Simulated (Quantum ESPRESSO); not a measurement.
# InP (F-43m) in Quantum ESPRESSO: notebook

Aim: see how the results for InP move with the level of theory and the settings. Levels: LDA, PBE, PBEsol, RPBE, revPBE. Tasks: phonons.

Everything below comes from runs of Quantum ESPRESSO 7.5. Logs are shortened: lines on timing, memory, paths and dates and some standing lists are left out, and cuts for length are marked.

**What was measured.**

A printed reference work, textbook reports, for a bulk crystal of InP at 300 K: high-frequency dielectric constant 9.61.

The results are compared with them further down.

## (1) The structure

The structure is cubic, space group F-43m (No. 216). Conventional cell: a = 5.861 Å, b = 5.861 Å, c = 5.861 Å, α = 90.00°, β = 90.00°, γ = 90.00°. In (site symmetry -43m) is surrounded by 4 P at 2.54 Å. P (site symmetry -43m) is surrounded by 4 In at 2.54 Å.

## (2) Phonons, LDA

Input file pw.in:

```
&CONTROL
  calculation = 'scf'
  prefix = 'pwscf'
  outdir = './tmp'
  pseudo_dir = './pseudo'
  tprnfor = .true.
  tstress = .true.
  disk_io = 'low'
/
&SYSTEM
  ibrav = 0
  nat = 2
  ntyp = 2
  ecutwfc = 70
  nbnd = 15
  occupations = 'smearing'
  smearing = 'fd'
  degauss = 0.00367493
/
&ELECTRONS
  conv_thr = 4d-10
  electron_maxstep = 120
  mixing_beta = 0.5
/
ATOMIC_SPECIES
In   114.8180 In.upf
P     30.9738 P.upf
CELL_PARAMETERS angstrom
   0.0000000000    2.9305000000    2.9305000000
   2.9305000000    0.0000000000    2.9305000000
   2.9305000000    2.9305000000    0.0000000000
ATOMIC_POSITIONS crystal
In     0.0000000000    0.0000000000    0.0000000000
P      0.7500000000    0.7500000000    0.7500000000
K_POINTS automatic
4 4 4 1 1 1
```

Input file relax.in:

```
&CONTROL
  calculation = 'vc-relax'
  prefix = 'pwscf'
  outdir = './tmp'
  pseudo_dir = './pseudo'
  tprnfor = .true.
  tstress = .true.
  disk_io = 'low'
  nstep = 40
  forc_conv_thr = 0.0001
  etot_conv_thr = 1d-06
/
&SYSTEM
  ibrav = 0
  nat = 2
  ntyp = 2
  ecutwfc = 70
  nbnd = 15
  occupations = 'smearing'
  smearing = 'fd'
  degauss = 0.00367493
/
&ELECTRONS
  conv_thr = 4d-10
  electron_maxstep = 120
  mixing_beta = 0.5
/
&IONS
  ion_dynamics = 'bfgs'
/
&CELL
  cell_dynamics = 'bfgs'
  press = 0
  press_conv_thr = 0.2
/
ATOMIC_SPECIES
In   114.8180 In.upf
P     30.9738 P.upf
CELL_PARAMETERS angstrom
   0.0000000000    2.9305000000    2.9305000000
   2.9305000000    0.0000000000    2.9305000000
   2.9305000000    2.9305000000    0.0000000000
ATOMIC_POSITIONS crystal
In     0.0000000000    0.0000000000    0.0000000000
P      0.7500000000    0.7500000000    0.7500000000
K_POINTS automatic
4 4 4 1 1 1
```

Input file gamma.in:

```
&CONTROL
  calculation = 'bands'
  prefix = 'pwscf'
  outdir = './tmp'
  pseudo_dir = './pseudo'
  disk_io = 'low'
  verbosity = 'high'
/
&SYSTEM
  ibrav = 0
  nat = 2
  ntyp = 2
  ecutwfc = 70
  nbnd = 15
  occupations = 'smearing'
  smearing = 'fd'
  degauss = 0.00367493
/
&ELECTRONS
  conv_thr = 1d-08
  electron_maxstep = 120
  mixing_beta = 0.5
  diago_full_acc = .true.
/
ATOMIC_SPECIES
In   114.8180 In.upf
P     30.9738 P.upf
CELL_PARAMETERS angstrom
   0.0000000000    2.9113258991    2.9113258991
   2.9113258991    0.0000000000    2.9113258991
   2.9113258991    2.9113258991    0.0000000000
ATOMIC_POSITIONS crystal
In     0.0000000000    0.0000000000    0.0000000000
P      0.7500000000    0.7500000000    0.7500000000
K_POINTS crystal
1
0.0 0.0 0.0 1
```

Input file scf2.in:

```
&CONTROL
  calculation = 'scf'
  prefix = 'pwscf'
  outdir = './tmp'
  pseudo_dir = './pseudo'
  tprnfor = .true.
  tstress = .true.
  disk_io = 'low'
/
&SYSTEM
  ibrav = 0
  nat = 2
  ntyp = 2
  ecutwfc = 70
  nbnd = 15
  occupations = 'fixed'
/
&ELECTRONS
  conv_thr = 1d-13
  electron_maxstep = 120
  mixing_beta = 0.5
  startingpot = 'file'
/
ATOMIC_SPECIES
In   114.8180 In.upf
P     30.9738 P.upf
CELL_PARAMETERS angstrom
   0.0000000000    2.9113258991    2.9113258991
   2.9113258991    0.0000000000    2.9113258991
   2.9113258991    2.9113258991    0.0000000000
ATOMIC_POSITIONS crystal
In     0.0000000000    0.0000000000    0.0000000000
P      0.7500000000    0.7500000000    0.7500000000
K_POINTS automatic
4 4 4 1 1 1
```

Input file ph.in:

```
phonons of InP
&INPUTPH
  prefix = 'pwscf'
  outdir = './tmp'
  tr2_ph = 1d-16
  fildyn = 'dyn'
  niter_ph = 60
  alpha_mix(1) = 0.7
  epsil = True
/
0.0000000000 0.0000000000 0.0000000000
```

Input file dynmat.in:

```
&INPUT
  fildyn = 'dyn'
  asr = 'crystal'
  lperm = .true.
  filout = 'dynmat.disp'
  fileig = 'dynmat.eig'
/
```

Input file dynmat_lo.in:

```
&INPUT
  fildyn = 'dyn'
  asr = 'crystal'
  filout = 'dynmat_lo.disp'
  fileig = 'dynmat_lo.eig'
  q(1) = 0
  q(2) = 0
  q(3) = 1
/
```

Potentials or basis: PseudoDojo 0.4.1 SR LDA standard.

The run is started by

```
> OMP_NUM_THREADS=1 pw.x -in pw.in > pw.out
> OMP_NUM_THREADS=1 pw.x -in relax.in > relax.out
> OMP_NUM_THREADS=1 pw.x -in gamma.in > gamma.out
> OMP_NUM_THREADS=1 pw.x -in scf2.in > scf2.out
> OMP_NUM_THREADS=1 ph.x -in ph.in > ph.out
> OMP_NUM_THREADS=1 dynmat.x -in dynmat.in > dynmat.out
> OMP_NUM_THREADS=1 dynmat.x -in dynmat_lo.in > dynmat_lo.out
```

pw.out:

```text
This program is part of the open-source Quantum ESPRESSO suite
     for quantum simulation of materials; please cite
[... 9 lines left out ...]
     --------------------
     sticks:   dense  smooth     PW     G-vecs:    dense   smooth      PW
     Sum        1177    1177    349                26813    26813    4279

     Using Slab Decomposition

     bravais-lattice index     =            0
     lattice parameter (alat)  =       7.8317  a.u.
     unit-cell volume          =     339.6658 (a.u.)^3
     number of atoms/cell      =            2
     number of atomic types    =            2
     number of electrons       =        18.00
     number of Kohn-Sham states=           15
     kinetic-energy cutoff     =      70.0000  Ry
     charge density cutoff     =     280.0000  Ry
     scf convergence threshold =      4.0E-10
     mixing beta               =       0.5000
     number of iterations used =            8  plain     mixing
     Exchange-correlation= SLA  PW   NOGX NOGC
                           (   1   4   0   0   0   0   0)

     celldm(1)=   7.831692  celldm(2)=   0.000000  celldm(3)=   0.000000
     celldm(4)=   0.000000  celldm(5)=   0.000000  celldm(6)=   0.000000

     crystal axes: (cart. coord. in units of alat)
               a(1) = (   0.000000   0.707107   0.707107 )
               a(2) = (   0.707107   0.000000   0.707107 )
               a(3) = (   0.707107   0.707107   0.000000 )

     reciprocal axes: (cart. coord. in units 2 pi/alat)
               b(1) = ( -0.707107  0.707107  0.707107 )
               b(2) = (  0.707107 -0.707107  0.707107 )
               b(3) = (  0.707107  0.707107 -0.707107 )

     PseudoPot. # 1 for In read from file:
     In.upf
     Pseudo is Norm-conserving + core correction, Zval = 13.0
     Generated using ONCVPSP code by D. R. Hamann
     Using radial grid of 1894 points,  6 beta functions with:
                l(1) =   0
                l(2) =   0
                l(3) =   1
                l(4) =   1
                l(5) =   2
                l(6) =   2

     PseudoPot. # 2 for P  read from file:
     P.upf
     Pseudo is Norm-conserving + core correction, Zval =  5.0
     Generated using ONCVPSP code by D. R. Hamann
     Using radial grid of 1298 points,  6 beta functions with:
                l(1) =   0
                l(2) =   0
                l(3) =   1
                l(4) =   1
                l(5) =   2
                l(6) =   2

     atomic species   valence    mass     pseudopotential
     In               13.00   114.81800     In( 1.00)
     P                 5.00    30.97380     P ( 1.00)

     24 Sym. Ops. (no inversion) found

   Cartesian axes

     site n.     atom                  positions (alat units)
         1        In     tau(   1) = (   0.0000000   0.0000000   0.0000000  )
         2        P      tau(   2) = (   1.0606602   1.0606602   1.0606602  )

     number of k points=    10  Fermi-Dirac smearing, width (Ry)=  0.0037
                       cart. coord. in units 2pi/alat
        k(    1) = (   0.0883883   0.0883883   0.0883883), wk =   0.0625000
        k(    2) = (   0.2651650   0.2651650  -0.0883883), wk =   0.1875000
        k(    3) = (  -0.2651650  -0.2651650   0.4419417), wk =   0.1875000
        k(    4) = (  -0.0883883  -0.0883883   0.2651650), wk =   0.1875000
        k(    5) = (   0.4419417   0.0883883   0.0883883), wk =   0.1875000
        k(    6) = (  -0.0883883  -0.4419417   0.6187184), wk =   0.3750000
        k(    7) = (   0.0883883  -0.2651650   0.4419417), wk =   0.3750000
        k(    8) = (  -0.6187184   0.0883883   0.0883883), wk =   0.1875000
        k(    9) = (   0.2651650   0.2651650   0.2651650), wk =   0.0625000
        k(   10) = (  -0.2651650  -0.2651650   0.7954951), wk =   0.1875000

     Dense  grid:    26813 G-vectors     FFT dimensions: (  45,  45,  45)

     Initial potential from superposition of free atoms

     starting charge      17.9970, renormalised to      18.0000
     Starting wfcs are   13 randomized atomic wfcs +    2 random wfcs

     Self-consistent Calculation

     iteration #  1     ecut=    70.00 Ry     beta= 0.50
     Davidson diagonalization with overlap
     ethr =  1.00E-02,  avg # of iterations =  4.9

     Threshold (ethr) on eigenvalues was too large:
     Diagonalizing with lowered threshold

     Davidson diagonalization with overlap
     ethr =  5.42E-04,  avg # of iterations =  1.8

     total energy              =    -146.41764626 Ry
     estimated scf accuracy    <       0.09535307 Ry

     iteration #  2     ecut=    70.00 Ry     beta= 0.50
     Davidson diagonalization with overlap
     ethr =  5.30E-04,  avg # of iterations =  2.0

     total energy              =    -146.43799930 Ry
     estimated scf accuracy    <       0.00683232 Ry

     iteration #  3     ecut=    70.00 Ry     beta= 0.50
     Davidson diagonalization with overlap
     ethr =  3.80E-05,  avg # of iterations =  6.8

     total energy              =    -146.43836340 Ry
     estimated scf accuracy    <       0.00114457 Ry

     iteration #  4     ecut=    70.00 Ry     beta= 0.50
     Davidson diagonalization with overlap
     ethr =  6.36E-06,  avg # of iterations =  2.6

     total energy              =    -146.43841047 Ry
     estimated scf accuracy    <       0.00001739 Ry

     iteration #  5     ecut=    70.00 Ry     beta= 0.50
     Davidson diagonalization with overlap
     ethr =  9.66E-08,  avg # of iterations =  3.7

     total energy              =    -146.43841867 Ry
     estimated scf accuracy    <       0.00000050 Ry

     iteration #  6     ecut=    70.00 Ry     beta= 0.50
     Davidson diagonalization with overlap
     ethr =  2.79E-09,  avg # of iterations =  3.7

     total energy              =    -146.43841884 Ry
     estimated scf accuracy    <       0.00000007 Ry

     iteration #  7     ecut=    70.00 Ry     beta= 0.50
     Davidson diagonalization with overlap
     ethr =  3.96E-10,  avg # of iterations =  2.1

     total energy              =    -146.43841885 Ry
     estimated scf accuracy    <          5.6E-09 Ry

     iteration #  8     ecut=    70.00 Ry     beta= 0.50
     Davidson diagonalization with overlap
     ethr =  3.10E-11,  avg # of iterations =  2.2

     total energy              =    -146.43841885 Ry
     estimated scf accuracy    <          1.4E-09 Ry

     iteration #  9     ecut=    70.00 Ry     beta= 0.50
     Davidson diagonalization with overlap
     ethr =  7.61E-12,  avg # of iterations =  2.1

     End of self-consistent calculation

          k = 0.0884 0.0884 0.0884 (  3374 PWs)   bands (ev):

    -7.3486  -7.3222  -7.3222  -7.1765  -7.1765  -4.4953   5.2669   6.6914
     6.6914   8.3709  10.9930  11.1293  11.1293  15.6386  15.6387

          k = 0.2652 0.2652-0.0884 (  3372 PWs)   bands (ev):

    -7.4156  -7.2965  -7.2936  -7.1795  -7.1678  -3.6354   2.7330   5.1251
     6.2651   9.2352  11.5277  11.7076  12.2707  14.8060  16.4053

          k =-0.2652-0.2652 0.4419 (  3355 PWs)   bands (ev):

    -7.4515  -7.2869  -7.2799  -7.1737  -7.1611  -2.8600   1.2036   5.0440
     5.6341   9.0578  11.1825  12.1229  13.7347  15.9798  17.3667

          k =-0.0884-0.0884 0.2652 (  3372 PWs)   bands (ev):

    -7.3973  -7.3013  -7.2980  -7.1871  -7.1663  -4.0412   3.8266   5.9265
     5.9344   9.3497  10.3071  12.1260  12.1959  14.3165  16.3170

          k = 0.4419 0.0884 0.0884 (  3368 PWs)   bands (ev):

    -7.4605  -7.2655  -7.2612  -7.2052  -7.1534  -3.2364   2.3937   4.8242
     5.1388   9.2328  10.1002  12.9209  13.6559  15.2317  17.3198

          k =-0.0884-0.4419 0.6187 (  3351 PWs)   bands (ev):

    -7.4794  -7.2669  -7.2391  -7.1995  -7.1585  -2.3318   1.2354   3.7063
     4.5838   9.9286  11.1772  12.5895  14.2429  15.5783  17.9001

          k = 0.0884-0.2652 0.4419 (  3361 PWs)   bands (ev):

    -7.4529  -7.2818  -7.2658  -7.1884  -7.1610  -2.9533   1.7887   4.2783
     5.4031   9.9525  10.9619  12.0439  13.4631  15.4086  17.5684

          k =-0.6187 0.0884 0.0884 (  3351 PWs)   bands (ev):

    -7.5005  -7.2401  -7.2325  -7.2181  -7.1462  -2.4002   1.2461   4.1708
     4.6858   8.8231   9.6922  14.5657  15.1317  16.2801  17.7543

          k = 0.2652 0.2652 0.2652 (  3365 PWs)   bands (ev):

    -7.4320  -7.2943  -7.2943  -7.1672  -7.1672  -3.3163   1.7541   6.0065
     6.0065   8.2855  11.6327  11.6327  13.3818  15.6011  16.3389

          k =-0.2652-0.2652 0.7955 (  3353 PWs)   bands (ev):

    -7.4629  -7.2759  -7.2597  -7.1834  -7.1667  -2.5671   1.3208   3.7364
     5.3763   9.4855  11.6789  13.0278  13.5514  15.3387  16.0405

     the Fermi energy is     7.5016 ev

!    total energy              =    -146.43841885 Ry
     estimated scf accuracy    <          3.4E-10 Ry
     smearing contrib. (-TS)   =      -0.00000000 Ry
     internal energy E=F+TS    =    -146.43841885 Ry

     The total energy is F=E-TS. E is the sum of the following terms:
     one-electron contribution =     -49.86339117 Ry
     hartree contribution      =      36.70525384 Ry
     xc contribution           =     -43.55987732 Ry
     ewald contribution        =     -89.72040420 Ry

     convergence has been achieved in   9 iterations

     Forces acting on atoms (cartesian axes, Ry/au):

     atom    1 type  1   force =     0.00000000   -0.00000000   -0.00000000
     atom    2 type  2   force =     0.00000000    0.00000000    0.00000000

     Total force =     0.000000     Total SCF correction =     0.000000

     Computing stress (Cartesian axis) and pressure

          total   stress  (Ry/bohr**3)                   (kbar)     P=      -13.38
  -0.00009092  -0.00000000  -0.00000000          -13.38       -0.00       -0.00
  -0.00000000  -0.00009092   0.00000000           -0.00      -13.38        0.00
  -0.00000000   0.00000000  -0.00009092           -0.00        0.00      -13.38

=------------------------------------------------------------------------------=
   JOB DONE.
=------------------------------------------------------------------------------=
```

Wall time 3.8 min (1 thread of Arm Neoverse V2, shared host); peak memory 0.08 GiB.

Results:

- Free energy: -1992.4003 eV
- Relaxed volume: 24.68 Å³/atom
- Relaxed cell: a = 4.117 Å, b = 4.117 Å, c = 4.117 Å, α = 60.00°, β = 60.00°, γ = 60.00°
- Space group after relaxing (to 0.05 Å): F-43m (No. 216)
- Pressure after relaxing: 0.0 GPa
- Electronic dielectric tensor (diagonal): 12.25
- Born charges (mean of the diagonal): In +2.48; P -2.57 e
- Highest phonon frequency at Γ, LO-TO splitting left out: 304 cm⁻¹
- Static dielectric tensor (diagonal): 15.06

The path:
```csv
step,energy change (eV),largest force (eV/Å),pressure (GPa),volume (Å³)
1,0.0000,0.0000,-1.34,50.33
2,-0.0024,0.0000,-0.89,49.99
3,-0.0041,0.0000,-0.18,49.48
4,-0.0042,0.0000,0.00,49.35
5,-0.0042,0.0000,0.00,49.35
```

Final structure:
```
CELL_PARAMETERS angstrom
0.00000 2.91133 2.91133
2.91133 0.00000 2.91133
2.91133 2.91133 0.00000
ATOMIC_POSITIONS crystal
In 0.00000 0.00000 0.00000
P 0.75000 0.75000 0.75000
```

Phonon frequencies in cm⁻¹ (negative: imaginary):
| q point | frequencies |
| --- | --- |
| (0.000, 0.000, 0.000) | 2 2 2 304 304 304 |

Electronic dielectric tensor:
```
12.25  0.00  0.00
 0.00 12.25  0.00
 0.00  0.00 12.25
```

Born effective charge tensors (e):
atom 1, In
```
2.48 0.00 0.00
0.00 2.48 0.00
0.00 0.00 2.48
```
atom 2, P
```
-2.57  0.00  0.00
 0.00 -2.57  0.00
 0.00  0.00 -2.57
```

Optical modes at Γ, degenerate ones joined, polar ones without the macroscopic field:
```
cm⁻¹  components  symmetry     active in  IR intensity, summed ((D/Å)²/amu)
 304           3        T2  IR and Raman                              18.09
```

Zone-centre frequencies without and with the macroscopic field along z (cm⁻¹):
```
                optical modes in rising order
       without                    304 304 304
with the field                    304 304 337
```

Static dielectric tensor, electrons and zone-centre modes:
```
15.06  0.00  0.00
 0.00 15.06  0.00
 0.00  0.00 15.06
```

Caveat: the mesh is thin for the dielectric tensor, Born charges and intensities, which usually come out too large; the Born charges break their sum rule by 0.10 e, a sign of too thin a mesh.

[end of part 1 of 5]
